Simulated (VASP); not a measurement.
# BN in VASP: settings compared

One slab, BN, is run at these levels: PBE+D3(BJ), r2SCAN+rVV10; tasks: relaxation of cell and atoms.

Everything below comes from runs of VASP 6.6.1. Logs are shortened: lines on timing, memory, paths and dates and some standing lists are left out, and cuts for length are marked.

## 1. The structure

The cell holds a slab with vacuum, 4 atoms: a = 2.498 Å, b = 2.498 Å, c = 21.318 Å, α = 90.00°, β = 90.00°, γ = 120.00°.

## 2. Relaxation of cell and atoms, PBE+D3(BJ)

Contents of INCAR:

```
PREC = Accurate
ENCUT = 600
EDIFF = 1E-6
ISMEAR = 0
SIGMA = 0.03
LREAL = False
LASPH = True
NELM = 80
ALGO = Normal
ISIF = 3
LWAVE = False
LCHARG = False
GGA = PE
IVDW = 12
IBRION = 2
NSW = 90
EDIFFG = -0.01
LATTICE_CONSTRAINTS = .TRUE. .TRUE. .FALSE.
KPAR = 4
```

Contents of KPOINTS:

```
regular mesh
0
Gamma
  15 15 1
```

Contents of POSCAR:

```
BN
1.0
    2.4982400000      0.0000000000      0.0000000000
   -1.2491200000      2.1635393000      0.0000000000
    0.0000000000      0.0000000000     21.3178500000
B N
2 2
Direct
    0.6666666700      0.3333333300      0.4221814100
    0.3333333300      0.6666666700      0.5778185900
    0.3333333300      0.6666666700      0.4221814100
    0.6666666700      0.3333333300      0.5778185900
```

Potentials or basis: VASP PAW PBE potentials, release 64 (B, N).

On the command line:

```sh
$ cat potpaw_PBE.64/B/POTCAR potpaw_PBE.64/N/POTCAR > POTCAR
$ mpirun -np 4 vasp_std > vasp.out
```

OUTCAR:

```text
PREC = Accurate
   ENCUT = 600
   EDIFF = 1E-6
   ISMEAR = 0
   LREAL = False
   LASPH = True
   NELM = 80
   ISIF = 3
   GGA = PE
   IVDW = 12
   IBRION = 2
   NSW = 90
   EDIFFG = -0.01
 IVDW          = 12

 ion  position               nearest neighbor table
   1  0.667  0.333  0.422-   3 1.44   3 1.44   3 1.44
   2  0.333  0.667  0.578-   4 1.44   4 1.44   4 1.44
   3  0.333  0.667  0.422-   1 1.44   1 1.44   1 1.44
   4  0.667  0.333  0.578-   2 1.44   2 1.44   2 1.44

  LATTYP: Found a hexagonal cell.
 ALAT       =     2.4982400000
 C/A-ratio  =     8.5331473357

  Lattice vectors:

 A1 = (   2.4982400000,   0.0000000000,   0.0000000000)
 A2 = (  -1.2491200000,   2.1635393000,   0.0000000000)
 A3 = (   0.0000000000,   0.0000000000,  21.3178500000)

Analysis of symmetry for initial positions (statically):
=====================================================================
 Subroutine PRICEL returns:
 Original cell was already a primitive cell.

 Routine SETGRP: Setting up the symmetry group for a
 hexagonal supercell.

 Subroutine GETGRP returns: Found 12 space group operations
 (whereof 12 operations were pure point group operations)
 out of a pool of 24 trial point group operations.

The static configuration has the point symmetry D_3d.

Analysis of symmetry for dynamics (positions and initial velocities):
=====================================================================
 Subroutine PRICEL returns:
 Original cell was already a primitive cell.

 Routine SETGRP: Setting up the symmetry group for a
 hexagonal supercell.

 Subroutine GETGRP returns: Found 12 space group operations
 (whereof 12 operations were pure point group operations)
 out of a pool of 24 trial point group operations.

The dynamic configuration has the point symmetry D_3d.

 Subroutine INISYM returns: Found 12 space group operations
 (whereof 12 operations are pure point group operations),
 and found     1 'primitive' translations

----------------------------------------------------------------------------------------

                                     Primitive cell

  volume of cell :     115.2238

  direct lattice vectors                    reciprocal lattice vectors
     2.498240000  0.000000000  0.000000000     0.400281798  0.231102805  0.000000000
    -1.249120000  2.163539300  0.000000000     0.000000000  0.462205609  0.000000000
     0.000000000  0.000000000 21.317850000     0.000000000  0.000000000  0.046909046

  length of vectors
     2.498240000  2.498239996 21.317850000     0.462205608  0.462205609  0.046909046

  position of ions in fractional coordinates (direct lattice)
     0.666666670  0.333333330  0.422181410
     0.333333330  0.666666670  0.577818590
     0.333333330  0.666666670  0.422181410
     0.666666670  0.333333330  0.577818590

  ion indices of the primitive-cell ions
   primitive index   ion index
                 1           1
                 2           2
                 3           3
                 4           4

----------------------------------------------------------------------------------------

 KPOINTS: regular mesh

Automatic generation of k-mesh.
 Grid dimensions read from file:
 generate k-points for:   15   15    1

 Generating k-lattice:

  Cartesian coordinates                     Fractional coordinates (reciprocal lattice)
     0.026685453  0.015406854  0.000000000     0.066666667  0.000000000  0.000000000
     0.000000000  0.030813707  0.000000000     0.000000000  0.066666667  0.000000000
     0.000000000  0.000000000  0.046909046     0.000000000  0.000000000  1.000000000

  Length of vectors
     0.030813707  0.030813707  0.046909046

  Shift w.r.t. Gamma in fractional coordinates (k-lattice)
     0.000000000  0.000000000  0.000000000

 Subroutine IBZKPT returns following result:
 ===========================================

 Found     27 irreducible k-points:

 Following reciprocal coordinates:
            Coordinates               Weight
  0.000000  0.000000  0.000000      1.000000
  0.066667 -0.000000  0.000000      6.000000
  0.133333 -0.000000  0.000000      6.000000
  0.200000 -0.000000  0.000000      6.000000
  0.266667 -0.000000  0.000000      6.000000
  0.333333 -0.000000  0.000000      6.000000
[... 16 lines left out ...]
  0.333333  0.200000  0.000000     12.000000
  0.400000  0.200000  0.000000      6.000000
 [... further k-points ...]
   k-points           NKPTS =     27   k-points in BZ     NKDIM =     27   number of bands    NBANDS=     12
   number of dos      NEDOS =    301   number of ions     NIONS =      4
   total plane-waves  NPLWV =  72000
   dimension x,y,z NGX =    20 NGY =   20 NGZ =  180
   dimension x,y,z NGXF=    40 NGYF=   40 NGZF=  360
   ions per type =               2   2
   NGX,Y,Z   is equivalent  to a cutoff of  13.31, 13.31, 14.04 a.u.
   NGXF,Y,Z  is equivalent  to a cutoff of  26.62, 26.62, 28.07 a.u.
 SYSTEM =  unknown system
   PREC   = accura    normal or accurate (medium, high low for compatibility)
   ISTART =      0    job   : 0-new  1-cont  2-samecut
   ICHARG =      2    charge: 1-file 2-atom 10-const
   ISPIN  =      1    spin polarized calculation?
   LNONCOLLINEAR =      F non collinear calculations
   LSORBIT =      F    spin-orbit coupling
   LASPH  =      T    aspherical Exc in radial PAW
   ENCUT  =  600.0 eV  44.10 Ry    6.64 a.u.   4.99  4.99 42.58*2*pi/ulx,y,z
   NELM   =     80;   NELMIN=  2; NELMDL= -5     # of ELM steps
   EDIFF  = 0.1E-05   stopping-criterion for ELM
   LREAL  =      F    real-space projection
   EDIFFG = -.1E-01   stopping-criterion for IOM
   NSW    =     90    number of steps for IOM
   IBRION =      2    ionic relax: 0-MD 1-quasi-New 2-CG
   NFREE  =      1    steps in history (QN), initial steepest desc. (CG)
   ISIF   =      3    stress and relaxation
   ISYM   =      2    0-nonsym 1-usesym 2-fastsym
   POTIM  = 0.5000    time-step for ionic-motion
   TEBEG  =    0.0;   TEEND  =   0.0 temperature during run
   PSTRESS=    0.0 pullay stress
   NELECT =      16.0000    total number of electrons
   NUPDOWN=      -1.0000    fix difference up-down
   EMIN   =  10.00;   EMAX   =-10.00  energy-range for DOS
   EFERMI =   0.00;   METHOD = LEGACY
   ISMEAR =     0;   SIGMA  =   0.03  broadening in eV -4-tet -1-fermi 0-gaus
   EFERMI_NEDOS =   21; number of points for ismear=-14 and -15
   IALGO  =     38    algorithm
   IMIX   =      4    mixing-type and parameters
     AMIX     =   0.40;   BMIX     =  1.00
     AMIX_MAG =   1.60;   BMIX_MAG =  1.00
  volume/ion in A,a.u.               =      28.81       194.39
  Fermi-wavevector in a.u.,A,eV,Ry     =   0.847749  1.602014  9.778217  0.718679
  Thomas-Fermi vector in A             =   1.963304
   LORBIT       =      0    0 simple, 1 ext, 2 COOP (PROOUT), +10 PAW based schemes
   GGA     = PE    functional components
   LHFCALC =     F    Hartree Fock is set to
   AEXX    =    0.0000 exact exchange contribution
   IVDW    =    12    specifies the selected vdW correction
   LEPSILON=     F    determine dielectric tensor
   LRPA    =     F    only Hartree local field effects (RPA)
 conjugate gradient relaxation of ions
 non-spin polarized calculation
 Gauss-broadening in eV      SIGMA  =   0.03
  energy-cutoff  :      600.00
  volume of cell :      115.22
 maximum number of plane-waves:      3909
 NGX is ok and might be reduce to    20
   NGX =  9   NGY =  9   NGZ = 85

--------------------------------------- Ionic step        1  -------------------------------------------

 number of electron      15.9999999 magnetization

 Free energy of the ion-electron system (eV)
  ---------------------------------------------------
  ext. energy  EPLUGINS =         0.00000000
  ---------------------------------------------------
  free energy    TOTEN  =       -35.17665081 eV

  energy without entropy =      -35.17665081  energy(sigma->0) =      -35.17665081

------------------------ aborting loop because EDIFF is reached ----------------------------------------

 Edisp (eV)   -0.42815

 E8    (eV) :    -0.1321

  FORCE on cell =-STRESS in cart. coord.  units (eV):
  Direction    XX          YY          ZZ          XY          YZ          ZX
  --------------------------------------------------------------------------------------
  -------------------------------------------------------------------------------------
  Total       0.92205     0.92205    -0.02708     0.00000     0.00000     0.00000
  in kB      12.82099    12.82099    -0.37655     0.00000     0.00000     0.00000
  external pressure =        8.42 kB  Pullay stress =        0.00 kB
[... 149 lines left out ...]
  energy  without entropy=      -35.6082842211  energy(sigma->0) =      -35.60828422

--------------------------------------- Ionic step        5  -------------------------------------------

 number of electron      16.0000000 magnetization

 Free energy of the ion-electron system (eV)
  ---------------------------------------------------
  ext. energy  EPLUGINS =         0.00000000
  ---------------------------------------------------
  free energy    TOTEN  =       -35.18338271 eV

  energy without entropy =      -35.18338271  energy(sigma->0) =      -35.18338271

 E-fermi :  -3.1479     XC(G=0):  -3.5582

 val. band max:       -3.3406629235   @ k =   0.3333   0.3333   0.0000
 cond. band min:       1.1821725717   @ k =   0.4667   0.0667   0.0000
 fundamental gap:      4.5228354951
 Fermi energy:        -3.1479295592

 k-point     1 :       0.0000    0.0000    0.0000
  band No.  band energies     occupation
      1     -21.0316      2.00000
      2     -20.8832      2.00000
      3      -9.0563      2.00000
      4      -8.0021      2.00000
      5      -4.6602      2.00000
      6      -4.6602      2.00000
      7      -4.6414      2.00000
      8      -4.6414      2.00000
      9       1.5072      0.00000
     10       2.0079      0.00000
     11       2.6353      0.00000
     12       3.6309      0.00000
[... 331 lines left out ...]
 k-point    24 :       0.4000    0.2000    0.0000
  band No.  band energies     occupation
      1     -17.5654      2.00000
      2     -17.5373      2.00000
      3     -11.7522      2.00000
      4     -11.7090      2.00000
      5      -9.2458      2.00000
      6      -9.2076      2.00000
      7      -3.9272      2.00000
      8      -3.5427      2.00000
      9       1.3266      0.00000
     10       1.7290      0.00000
     11       8.6529      0.00000
     12       9.0558      0.00000

 [... further k-points ...]

------------------------ aborting loop because EDIFF is reached ----------------------------------------

 Edisp (eV)   -0.42492

 E8    (eV) :    -0.1311

  FORCE on cell =-STRESS in cart. coord.  units (eV):
  Direction    XX          YY          ZZ          XY          YZ          ZX
  --------------------------------------------------------------------------------------
  -------------------------------------------------------------------------------------
  Total       0.01476     0.01476    -0.02760     0.00000     0.00000     0.00000
  in kB       0.20365     0.20365    -0.38090     0.00000     0.00000     0.00000
  external pressure =        0.01 kB  Pullay stress =        0.00 kB
[... 19 lines left out ...]
  FREE ENERGIE OF THE ION-ELECTRON SYSTEM (eV)
  ---------------------------------------------------
  free  energy   TOTEN  =       -35.6082999276 eV

  energy  without entropy=      -35.6082999276  energy(sigma->0) =      -35.60829993

 reached required accuracy - stopping structural energy minimisation
```

Wall time 56 s (4 MPI ranks of Intel Xeon Platinum 8559C (Emerald Rapids), shared host); peak memory 0.28 GiB.

Results:

```yaml
Free_energy: -35.6083 eV
Relaxed_volume: 29.02 Å³/atom
Relaxed_cell: a = 2.508 Å, b = 2.508 Å, c = 21.318 Å, α = 90.00°, β = 90.00°, γ = 120.00°
Space_group_after_relaxing_to_0.05_Å: P-3m1 (No. 164)
Energy_gained_by_relaxing: 0.9 meV/atom
Ionic_steps: 5
Largest_force_after_relaxing: 0.008 eV/Å
Band_gap_on_the_k_mesh: 4.52 eV, indirect (least direct gap 4.73 eV)
Dispersion_energy_per_atom: -0.106 eV
```

Forces in eV/Å, atoms in the order of the input:
```
B    0.000  0.000 -0.008
B    0.000  0.000  0.008
N    0.000  0.000 -0.003
N    0.000  0.000  0.003
```

Step by step:
| step | energy change (eV) | largest force (eV/Å) | pressure (GPa) | volume (Å³) |
| --- | --- | --- | --- | --- |
| 1 | 0.0000 | 0.0291 | 0.84 | 115.22 |
| 2 | 0.0093 | 0.0139 | -1.58 | 117.80 |
| 3 | -0.0035 | 0.0186 | -0.02 | 116.10 |
| 4 | -0.0035 | 0.0187 | 0.00 | 116.08 |
| 5 | -0.0035 | 0.0076 | 0.00 | 116.08 |

Final structure:
```cif
data_structure
_symmetry_space_group_name_H-M 'P 1'
_symmetry_Int_Tables_number 1
_cell_length_a 2.5075
_cell_length_b 2.5075
_cell_length_c 21.3178
_cell_angle_alpha 90.000
_cell_angle_beta 90.000
_cell_angle_gamma 120.000
_cell_volume 116.08
loop_
_atom_site_label
_atom_site_type_symbol
_atom_site_fract_x
_atom_site_fract_y
_atom_site_fract_z
_atom_site_occupancy
B1 B 0.66667 0.33333 0.42221 1
B2 B 0.33333 0.66667 0.57779 1
N1 N 0.33333 0.66667 0.42212 1
N2 N 0.66667 0.33333 0.57788 1
```

Levels at points of the mesh, in eV from the valence-band top:
| k point | band 6 | band 7 | band 8 | band 9 | band 10 | band 11 |
| --- | --- | --- | --- | --- | --- | --- |
| (0.00, 0.00, 0.00) | -1.32 | -1.30 | -1.30 | 4.85 | 5.35 | 5.98 |

Zero-point motion and thermal expansion aren't in these numbers.

(Continued in part 2 of 2.)
